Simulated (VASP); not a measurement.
# Os (P6_3/mmc) in VASP: further runs, part 2 of 3

VASP 6.6.1. Earlier steps stand in the parts before.

### Step 3. Relaxation of cell and atoms, LAK

Contents of INCAR:

```
ALGO     = Normal         # electronic algorithm
EDIFF    = 1E-6           # SCF threshold, eV
EDIFFG   = -0.02          # ionic threshold
ENCUT    = 600            # plane-wave cutoff, eV
IBRION   = 2              # ionic algorithm
ISIF     = 3              # what is computed and relaxed
ISMEAR   = -1             # smearing method
LASPH    = T              # aspherical terms in the spheres
LCHARG   = F              # write CHGCAR
LMIXTAU  = T            
LREAL    = F              # projectors in reciprocal space
LWAVE    = F              # write WAVECAR
METAGGA  = LAK            # meta-GGA
NELM     = 80             # most SCF steps
NSW      = 60             # ionic steps
PREC     = Accurate       # precision mode
SIGMA    = 0.05           # smearing width, eV
```

Contents of KPOINTS:

```
k-points
0
Gamma
  11 11 6
```

Contents of POSCAR:

```
Os
1.0
    2.7341000000      0.0000000000      0.0000000000
   -1.3670500000      2.3678000565      0.0000000000
    0.0000000000      0.0000000000      4.3197000000
Os
2
Direct
    0.6666666667      0.3333333333      0.7500000000
    0.3333333333      0.6666666667      0.2500000000
```

Potentials or basis: VASP PAW PBE potentials, release 64 (Os).

Command:

```console
> cat potpaw_PBE.64/Os/POTCAR > POTCAR
> mpirun -np 1 vasp_std > vasp.out
```

OUTCAR:

```text
EDIFF = 1E-6
   EDIFFG = -0.02
   ENCUT = 600
   IBRION = 2
   ISIF = 3
   ISMEAR = -1
   LASPH = T
   LREAL = F
   METAGGA = LAK
   NELM = 80
   NSW = 60
   PREC = Accurate

 ion  position               nearest neighbor table
   1  0.667  0.333  0.750-   2 2.68   2 2.68   2 2.68   2 2.68   2 2.68   2 2.68
   2  0.333  0.667  0.250-   1 2.68   1 2.68   1 2.68   1 2.68   1 2.68   1 2.68

  LATTYP: Found a hexagonal cell.
 ALAT       =     2.7341000000
 C/A-ratio  =     1.5799348963

  Lattice vectors:

 A1 = (   2.7341000000,   0.0000000000,   0.0000000000)
 A2 = (  -1.3670500000,   2.3678000565,   0.0000000000)
 A3 = (   0.0000000000,   0.0000000000,   4.3197000000)

Analysis of symmetry for initial positions (statically):
=====================================================================
 Subroutine PRICEL returns:
 Original cell was already a primitive cell.

 Routine SETGRP: Setting up the symmetry group for a
 hexagonal supercell.

 Subroutine GETGRP returns: Found 24 space group operations
 (whereof 12 operations were pure point group operations)
 out of a pool of 24 trial point group operations.

The static configuration has the point symmetry D_3d.
 The point group associated with its full space group is D_6h.

Analysis of symmetry for dynamics (positions and initial velocities):
=====================================================================
 Subroutine PRICEL returns:
 Original cell was already a primitive cell.

 Routine SETGRP: Setting up the symmetry group for a
 hexagonal supercell.

 Subroutine GETGRP returns: Found 24 space group operations
 (whereof 12 operations were pure point group operations)
 out of a pool of 24 trial point group operations.

The dynamic configuration has the point symmetry D_3d.
 The point group associated with its full space group is D_6h.

 Subroutine INISYM returns: Found 24 space group operations
 (whereof 12 operations are pure point group operations),
 and found     1 'primitive' translations

----------------------------------------------------------------------------------------

                                     Primitive cell

  volume of cell :      27.9649

  direct lattice vectors                    reciprocal lattice vectors
     2.734100000  0.000000000  0.000000000     0.365751070  0.211166479  0.000000000
    -1.367050000  2.367800057  0.000000000     0.000000000  0.422332957  0.000000000
     0.000000000  0.000000000  4.319700000     0.000000000  0.000000000  0.231497558

  length of vectors
     2.734100000  2.734100000  4.319700000     0.422332957  0.422332957  0.231497558

  position of ions in fractional coordinates (direct lattice)
     0.666666667  0.333333333  0.750000000
     0.333333333  0.666666667  0.250000000

  ion indices of the primitive-cell ions
   primitive index   ion index
                 1           1
                 2           2

----------------------------------------------------------------------------------------

 KPOINTS: k-points

Automatic generation of k-mesh.
 Grid dimensions read from file:
 generate k-points for:   11   11    6

 Generating k-lattice:

  Cartesian coordinates                     Fractional coordinates (reciprocal lattice)
     0.033250097  0.019196953  0.000000000     0.090909091 -0.000000000  0.000000000
[... 55 lines left out ...]
   LSORBIT =      F    spin-orbit coupling
   LASPH  =      T    aspherical Exc in radial PAW
   ENCUT  =  600.0 eV  44.10 Ry    6.64 a.u.   5.46  5.46  8.63*2*pi/ulx,y,z
   NELM   =     80;   NELMIN=  2; NELMDL= -5     # of ELM steps
   EDIFF  = 0.1E-05   stopping-criterion for ELM
   LREAL  =      F    real-space projection
   EDIFFG = -.2E-01   stopping-criterion for IOM
   NSW    =     60    number of steps for IOM
   IBRION =      2    ionic relax: 0-MD 1-quasi-New 2-CG
   NFREE  =      1    steps in history (QN), initial steepest desc. (CG)
   ISIF   =      3    stress and relaxation
   ISYM   =      2    0-nonsym 1-usesym 2-fastsym
   POTIM  = 0.5000    time-step for ionic-motion
   TEBEG  =    0.0;   TEEND  =   0.0 temperature during run
   PSTRESS=    0.0 pullay stress
   NELECT =      16.0000    total number of electrons
   NUPDOWN=      -1.0000    fix difference up-down
   EMIN   =  10.00;   EMAX   =-10.00  energy-range for DOS
   EFERMI =   0.00;   METHOD = LEGACY
   ISMEAR =    -1;   SIGMA  =   0.05  broadening in eV -4-tet -1-fermi 0-gaus
   EFERMI_NEDOS =   21; number of points for ismear=-14 and -15
   IALGO  =     38    algorithm
   IMIX   =      4    mixing-type and parameters
     AMIX     =   0.40;   BMIX     =  1.00
     AMIX_MAG =   1.60;   BMIX_MAG =  1.00
  volume/ion in A,a.u.               =      13.98        94.36
  Fermi-wavevector in a.u.,A,eV,Ry     =   1.359076  2.568282 25.131161  1.847088
  Thomas-Fermi vector in A             =   2.485855
   LORBIT       =      0    0 simple, 1 ext, 2 COOP (PROOUT), +10 PAW based schemes
   METAGGA = LAK    functional components
   LHFCALC =     F    Hartree Fock is set to
   AEXX    =    0.0000 exact exchange contribution
   IVDW    =     0    specifies the selected vdW correction
   LEPSILON=     F    determine dielectric tensor
   LRPA    =     F    only Hartree local field effects (RPA)
 conjugate gradient relaxation of ions
 non-spin polarized calculation
  energy-cutoff  :      600.00
  volume of cell :       27.96
 maximum number of plane-waves:       965
 NGX is ok and might be reduce to    24
   NGX = 11   NGY = 11   NGZ = 17

--------------------------------------- Ionic step        1  -------------------------------------------

 number of electron      16.0000001 magnetization

 Free energy of the ion-electron system (eV)
  ---------------------------------------------------
  ext. energy  EPLUGINS =         0.00000000
  ---------------------------------------------------
  free energy    TOTEN  =        97.76546781 eV

  energy without entropy =       97.77761240  energy(sigma->0) =       97.77154010

------------------------ aborting loop because EDIFF is reached ----------------------------------------

  FORCE on cell =-STRESS in cart. coord.  units (eV):
  Direction    XX          YY          ZZ          XY          YZ          ZX
  --------------------------------------------------------------------------------------
  -------------------------------------------------------------------------------------
  Total        1.6693989      1.6693989      1.4249133      0.0000000      0.0000000      0.0000000
  in kB       95.6439900     95.6439900     81.6368086      0.0000000      0.0000000      0.0000000
  external PRESSURE =      90.9749295 kB  Pullay stress =       0.0000000 kB
[... 203 lines left out ...]
--------------------------------------- Ionic step        7  -------------------------------------------

 number of electron      16.0000000 magnetization

 Free energy of the ion-electron system (eV)
  ---------------------------------------------------
  ext. energy  EPLUGINS =         0.00000000
  ---------------------------------------------------
  free energy    TOTEN  =        97.74825072 eV

  energy without entropy =       97.76113055  energy(sigma->0) =       97.75469064

 E-fermi :   9.1497     XC(G=0): -15.7904

 val. band max:        9.1202392066   @ k =   0.0909   0.0000   0.3333
 cond. band min:       9.1889764582   @ k =   0.3636   0.0909   0.3333
 fundamental gap:      0.0687372516
 Fermi energy:         9.1496974272

 k-point     1 :       0.0000    0.0000    0.0000
  band No.  band energies     occupation
      1      -2.3911      2.00000
      2       1.0680      2.00000
      3       6.0876      2.00000
      4       6.0876      2.00000
      5       6.3969      2.00000
      6       6.9285      2.00000
      7       6.9285      2.00000
      8       7.5301      2.00000
      9       7.5301      2.00000
     10       9.0900      1.53513
     11      10.9533      0.00000
     12      10.9533      0.00000
[... 331 lines left out ...]
 k-point    24 :       0.1818    0.0909    0.1667
  band No.  band energies     occupation
      1       0.0182      2.00000
      2       2.7398      2.00000
      3       4.2563      2.00000
      4       4.4851      2.00000
      5       5.7918      2.00000
      6       6.4092      2.00000
      7       6.9801      2.00000
      8       8.0464      2.00000
      9       8.6367      1.99993
     10       9.0407      1.79704
     11      11.3879      0.00000
     12      14.8714      0.00000

 [... further k-points ...]

------------------------ aborting loop because EDIFF is reached ----------------------------------------

  FORCE on cell =-STRESS in cart. coord.  units (eV):
  Direction    XX          YY          ZZ          XY          YZ          ZX
  --------------------------------------------------------------------------------------
  -------------------------------------------------------------------------------------
  Total        0.0271511      0.0271511      0.0278955     -0.0000000     -0.0000000      0.0000000
  in kB        1.5225580      1.5225580      1.5643030     -0.0000000     -0.0000000      0.0000000
  external PRESSURE =       1.5364730 kB  Pullay stress =       0.0000000 kB
[... 17 lines left out ...]
  FREE ENERGIE OF THE ION-ELECTRON SYSTEM (eV)
  ---------------------------------------------------
  free  energy   TOTEN  =        97.7482507205 eV

  energy  without entropy=       97.7611305542  energy(sigma->0) =       97.75469064

 reached required accuracy - stopping structural energy minimisation
```

Wall time 5.2 min (1 thread of Intel Xeon Platinum 8559C (Emerald Rapids), shared host); peak memory 0.19 GiB.

Results:

* Free energy: 97.7483 eV
* Relaxed volume: 14.29 Å³/atom
* Relaxed cell: a = 2.757 Å, b = 2.757 Å, c = 4.340 Å, α = 90.00°, β = 90.00°, γ = 120.00°
* Space group after relaxing (to 0.05 Å): P6_3/mmc (No. 194)
* Energy gained by relaxing: 8.6 meV/atom
* Ionic steps: 7
* Pressure after relaxing: 0.2 GPa
* Band gap on the k mesh: none (metal or under the smearing width)

Step by step:
| step | energy change (eV) | largest force (eV/Å) | pressure (GPa) | volume (Å³) |
| --- | --- | --- | --- | --- |
| 1 | 0.0000 | 0.0000 | 9.10 | 27.96 |
| 2 | 0.2512 | 0.0000 | -28.83 | 31.30 |
| 3 | -0.0170 | 0.0000 | -0.39 | 28.61 |
| 4 | -0.0170 | 0.0000 | -0.07 | 28.58 |
| 5 | -0.0170 | 0.0000 | 0.10 | 28.57 |
| 6 | -0.0170 | 0.0000 | 0.21 | 28.57 |
| 7 | -0.0172 | 0.0000 | 0.15 | 28.57 |

Final structure:
```xyz
2
Lattice="2.7571 0.0000 0.0000 -1.3785 2.3877 0.0000 0.0000 0.0000 4.3400" Properties=species:S:1:pos:R:3 pbc="T T T"
Os    1.3785    0.7959    3.2550
Os    0.0000    1.5918    1.0850
```

Caveat: the PAW data sets were made with another functional, which shifts forces and pressure a little. Zero-point motion and thermal expansion aren't in these numbers.

### Step 4. Single point, PBE

Contents of INCAR:

```
SYSTEM = Os
PREC = Accurate
ENCUT = 520
EDIFF = 1E-6
ISMEAR = 0
SIGMA = 0.026000000000000002
LREAL = .FALSE.
LASPH = .TRUE.
NELM = 100
ALGO = Fast
ISIF = 2
LWAVE = .FALSE.
LCHARG = .FALSE.
GGA = PE
NBANDS = 15
```

Contents of KPOINTS:

```
Automatic mesh
0
G
  11 11 6
  0 0 0
```

POSCAR is that of step 3.

Command:

```console
> cat potpaw_PBE.64/Os/POTCAR > POTCAR
> mpirun -np 1 vasp_std > vasp.out
```

Wall time 24 s (1 thread of Intel Xeon Platinum 8259CL at 2.50GHz (Skylake/Cascade Lake), shared host); peak memory 0.14 GiB.

Results (log left out):

| Item | Value |
| --- | --- |
| Free energy | -22.4681 eV |
| Pressure | 8.7 GPa |
| Band gap on the k mesh | none (metal or under the smearing width) |

Stress tensor (GPa, compression positive):
```
8.65 0.00 0.00
0.00 8.65 0.00
0.00 0.00 8.94
```

Levels at points of the mesh, in eV from the Fermi level:
| k point | band 4 | band 5 | band 6 | band 7 | band 8 | band 9 | band 10 | band 11 | band 12 | band 13 |
| --- | --- | --- | --- | --- | --- | --- | --- | --- | --- | --- |
| (0.00, 0.00, 0.00) | -2.99 | -2.74 | -2.15 | -2.15 | -1.50 | -1.50 | 0.08 | 1.75 | 1.75 | 9.14 |
| (0.00, 0.00, 0.50) | -3.52 | -3.19 | -3.19 | -3.19 | -3.19 | 0.96 | 0.96 | 0.96 | 0.96 | 13.81 |

Spin-orbit coupling is left out, which matters for the levels of Os.

[end of part 2 of 3]
